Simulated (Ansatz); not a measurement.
Crystal: VO2.

```
V O
1.0
     4.50720    0.00000    0.00000
     0.00000    4.50720    0.00000
     0.00000    0.00000    3.04445
V O
2 4
Direct
  0.50000 0.50000 0.50000
  0.00000 0.00000 0.00000
  0.20036 0.79964 0.50000
  0.79964 0.20036 0.50000
  0.70036 0.70036 0.00000
  0.29964 0.29964 0.00000
```

The cell is a database's computed one.

- Program: Ansatz 0.2.0
- Task: relaxation of cell and atoms
- Functional: rPW86-PBE
- Dispersion: rVV10
- Potentials or basis: Ansatz PAW
- Cutoff: 420 eV (not typed: the program's choice for these potentials)
- k mesh: 6 × 6 × 9
- Occupations: fermi-dirac, width 0.05 eV
- Spin: collinear spin, ferromagnetic start
- Starting moments: [2.0, 2.0, 0.0, 0.0, 0.0, 0.0] μB

At the start: volume 10.31 Å³/atom.

Q: Where does the relaxation end?

A: It ends after 9 steps and the volume is 10.05 Å³/atom (-2.5 %); space group P4_2/mnm (No. 136, to 0.05 Å); moment 2.00 μB per cell.

Step by step:
| step | energy change (eV) | largest force (eV/Å) | volume (Å³) |
| --- | --- | --- | --- |
| 1 | 0.0000 | 0.1779 | 61.85 |
| 2 | -0.1709 | 0.4577 | 60.91 |
| 3 | -0.2226 | 0.1272 | 59.55 |
| 4 | -0.2290 | 0.0521 | 60.37 |
| 5 | -0.2299 | 0.0100 | 60.29 |
| 6 | -0.2298 | 0.0001 | 60.31 |
| 7 | -0.2296 | 0.0000 | 60.31 |
| 8 | -0.2298 | 0.0012 | 60.31 |
| 9 | -0.2298 | 0.0012 | 60.31 |

Final structure:
```
V O
1.0
     4.59134    0.00000    0.00000
     0.00000    4.59134    0.00000
     0.00000    0.00000    2.86093
V O
2 4
Direct
  0.50000 0.50000 0.50000
  0.00000 0.00000 0.00000
  0.20030 0.79970 0.50000
  0.79970 0.20030 0.50000
  0.70030 0.70030 0.00000
  0.29970 0.29970 0.00000
```

Caveat: the plane-wave basis is chosen anew once the cell has moved, so the energies of steps on either side of that aren't comparable; the pressure holds a Pulay correction of +0.9 GPa for the finite cutoff; the PAW data sets come from PBE, with cores solved anew for the run's functional, which leaves a small shift of forces and pressure.
